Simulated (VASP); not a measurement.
# CdSe (P6_3mc) in VASP: further runs, part 2 of 3

VASP 6.6.1.

## (3) Single point, HSE06

This run uses another cell than the first one, of 29.05 Å³/atom.

The input, POSCAR:

```
CdSe
1.0
    4.3548498302      0.0000000000      0.0000000000
   -2.1774249151      3.7714105826      0.0000000000
    0.0000000000      0.0000000000      7.0745639798
Cd Se
2 2
Direct
    0.6666666667      0.3333333333      0.5043304904
    0.3333333333      0.6666666667      0.0043304904
    0.6666666667      0.3333333333      0.8806695096
    0.3333333333      0.6666666667      0.3806695096
```

The input, INCAR.step1:

```
ALGO = Normal
EDIFF = 1E-5
ENCUT = 400
GGA = PE
GGA_COMPAT = F
ISIF = 2
ISMEAR = -1
LASPH = T
LCHARG = F
LREAL = F
LWAVE = T
NBANDS = 26
NELM = 120
PREC = Accurate
SIGMA = 0.05
```

The input, INCAR.step2:

```
ALGO = Normal
EDIFF = 1E-6
ENCUT = 400
GGA = PE
GGA_COMPAT = F
HFSCREEN = 0.2079
ISIF = 2
ISMEAR = -1
ISTART = 1
LASPH = T
LCHARG = F
LHFCALC = T
LREAL = F
LWAVE = F
NBANDS = 26
NELM = 120
PREC = Accurate
PRECFOCK = Normal
SIGMA = 0.05
```

The input, KPOINTS:

```
k-points
0
Gamma
  4 4 2
```

Potentials or basis: VASP PAW PBE potentials, release 64 (Cd, Se).

On the command line:

```bash
$ cat potpaw_PBE.64/Cd/POTCAR potpaw_PBE.64/Se/POTCAR > POTCAR
$ cp INCAR.step1 INCAR
$ mpirun -np 1 vasp_std > vasp.out
$ cp INCAR.step2 INCAR
$ mpirun -np 1 vasp_std > vasp.out
```

OUTCAR:

```text
EDIFF = 1E-6
   ENCUT = 400
   GGA = PE
   HFSCREEN = 0.2079
   ISIF = 2
   ISMEAR = -1
   ISTART = 1
   LASPH = T
   LHFCALC = T
   LREAL = F
   NELM = 120
   PREC = Accurate
   PRECFOCK = Normal

 ion  position               nearest neighbor table
   1  0.667  0.333  0.504-   4 2.66   4 2.66   4 2.66   3 2.66
   2  0.333  0.667  0.004-   3 2.66   3 2.66   3 2.66   4 2.66
   3  0.667  0.333  0.881-   2 2.66   2 2.66   2 2.66   1 2.66
   4  0.333  0.667  0.381-   1 2.66   1 2.66   1 2.66   2 2.66

  LATTYP: Found a hexagonal cell.
 ALAT       =     4.3548498302
 C/A-ratio  =     1.6245253581

  Lattice vectors:

 A1 = (   4.3548498302,   0.0000000000,   0.0000000000)
 A2 = (  -2.1774249151,   3.7714105826,   0.0000000000)
 A3 = (   0.0000000000,   0.0000000000,   7.0745639798)

Analysis of symmetry for initial positions (statically):
=====================================================================
 Subroutine PRICEL returns:
 Original cell was already a primitive cell.
[... 162 lines left out ...]
  free energy    TOTEN  =       -13.65494929 eV

  energy without entropy =      -13.65494926  energy(sigma->0) =      -13.65494928

 E-fermi :   0.8997     XC(G=0):  -7.2678

 val. band max:        0.1019859252   @ k =   0.0000   0.0000   0.0000
 cond. band min:       1.6496126184   @ k =   0.0000   0.0000   0.0000
 fundamental gap:      1.5476266932
 Fermi energy:         0.8997342386

 k-point     1 :       0.0000    0.0000    0.0000
  band No.  band energies     occupation
      1     -13.4095      2.00000
      2     -13.0264      2.00000
      3      -8.9314      2.00000
      4      -8.9238      2.00000
      5      -8.9238      2.00000
      6      -8.8615      2.00000
[... 221 lines left out ...]
     25       8.8106      0.00000
     26       8.8106      0.00000

------------------------ aborting loop because EDIFF is reached ----------------------------------------

  FORCE on cell =-STRESS in cart. coord.  units (eV):
  Direction    XX          YY          ZZ          XY          YZ          ZX
  --------------------------------------------------------------------------------------
  -------------------------------------------------------------------------------------
  Total       -0.1881300     -0.1881300     -0.1957849      0.0000000      0.0000000      0.0000000
  in kB       -2.5941317     -2.5941317     -2.6996855      0.0000000      0.0000000      0.0000000
  external PRESSURE =      -2.6293163 kB  Pullay stress =       0.0000000 kB

 VOLUME and BASIS-vectors are now :
 -----------------------------------------------------------------------------
  energy-cutoff  :      400.00
  volume of cell :      116.19
      direct lattice vectors                 reciprocal lattice vectors
     4.354849830  0.000000000  0.000000000     0.229629043  0.132576390  0.000000000
    -2.177424915  3.771410583  0.000000000     0.000000000  0.265152780  0.000000000
     0.000000000  0.000000000  7.074563980     0.000000000  0.000000000  0.141351467

 POSITION                                       TOTAL-FORCE (eV/Angst)
 -----------------------------------------------------------------------------------
      2.17742      1.25714      3.56792        -0.000000      0.000000     -0.000258
     -0.00000      2.51427      0.03064         0.000000     -0.000000     -0.000258
      2.17742      1.25714      6.23035        -0.000000      0.000000      0.000258
     -0.00000      2.51427      2.69307         0.000000     -0.000000      0.000258
 -----------------------------------------------------------------------------------
    total drift:                                0.000000      0.000000     -0.000577

  FREE ENERGIE OF THE ION-ELECTRON SYSTEM (eV)
  ---------------------------------------------------
  free  energy   TOTEN  =       -13.6549492915 eV

  energy  without entropy=      -13.6549492598  energy(sigma->0) =      -13.65494928
```

OUTCAR.step1:

```text
EDIFF = 1E-5
   ENCUT = 400
   GGA = PE
   ISIF = 2
[... 444 lines left out ...]
      2.17742      1.25714      3.56792        -0.000000     -0.000000      0.005091
     -0.00000      2.51427      0.03064         0.000000      0.000000      0.005091
      2.17742      1.25714      6.23035        -0.000000     -0.000000     -0.005091
     -0.00000      2.51427      2.69307        -0.000000     -0.000000     -0.005091
 -----------------------------------------------------------------------------------
    total drift:                               -0.000000     -0.000000     -0.000672

  FREE ENERGIE OF THE ION-ELECTRON SYSTEM (eV)
  ---------------------------------------------------
  free  energy   TOTEN  =       -10.9236566325 eV

  energy  without entropy=      -10.9234670760  energy(sigma->0) =      -10.92356185
```

OSZICAR.step1:

```text
N       E                     dE             d eps       ncg     rms          rms(c)
DAV:   1     0.202990649329E+03    0.20299E+03   -0.14926E+04   416   0.102E+03
DAV:   2    -0.139846105344E+01   -0.20439E+03   -0.19812E+03   470   0.277E+02
DAV:   3    -0.116272386309E+02   -0.10229E+02   -0.10182E+02   466   0.630E+01
DAV:   4    -0.117039041008E+02   -0.76665E-01   -0.76626E-01   478   0.517E+00
DAV:   5    -0.117043641956E+02   -0.46009E-03   -0.46009E-03   470   0.376E-01    0.831E+00
DAV:   6    -0.109597377047E+02    0.74463E+00   -0.12702E+00   480   0.107E+01    0.662E+00
DAV:   7    -0.109238151517E+02    0.35923E-01   -0.51371E-01   440   0.359E+00    0.260E+00
DAV:   8    -0.109232155366E+02    0.59962E-03   -0.48486E-02   438   0.218E+00    0.377E-01
DAV:   9    -0.109233645261E+02   -0.14899E-03   -0.65489E-03   464   0.902E-01    0.972E-02
DAV:  10    -0.109235664745E+02   -0.20195E-03   -0.77328E-04   446   0.290E-01    0.731E-02
DAV:  11    -0.109236637600E+02   -0.97286E-04   -0.22225E-04   426   0.819E-02    0.254E-02
DAV:  12    -0.109236566325E+02    0.71275E-05   -0.40514E-05   424   0.640E-02
   1 F= -.10923657E+02 E0= -.10923562E+02  d E =-.189557E-03
```

It took 8.7 min on 1 thread of Intel Xeon 6975P-C (Granite Rapids), shared host; peak memory 0.31 GiB.

Results:

| Item | Value |
| --- | --- |
| Free energy | -13.6549 eV |
| Pressure | -0.3 GPa |
| Band gap on the k mesh | 1.55 eV |

Levels at points of the mesh, in eV from the valence-band top:
```tsv
k point	band 15	band 16	band 17	band 18	band 19	band 20	band 21	band 22
(0.00, 0.00, 0.00)	-0.78	-0.03	0.00	0.00	1.55	3.12	6.88	6.88
(0.50, 0.00, 0.00)	-2.68	-1.88	-1.32	-0.76	4.17	4.25	5.68	7.22
(0.00, 0.00, 0.50)	-0.41	-0.41	-0.41	-0.41	3.28	3.28	6.84	6.84
(0.50, 0.00, 0.50)	-1.36	-1.36	-1.35	-1.35	3.87	3.87	5.82	5.82
```

Caveat: the k points lie up to 0.44 Å⁻¹ apart; the PAW data sets were made with another functional, which shifts forces and pressure a little.

[end of part 2 of 3]
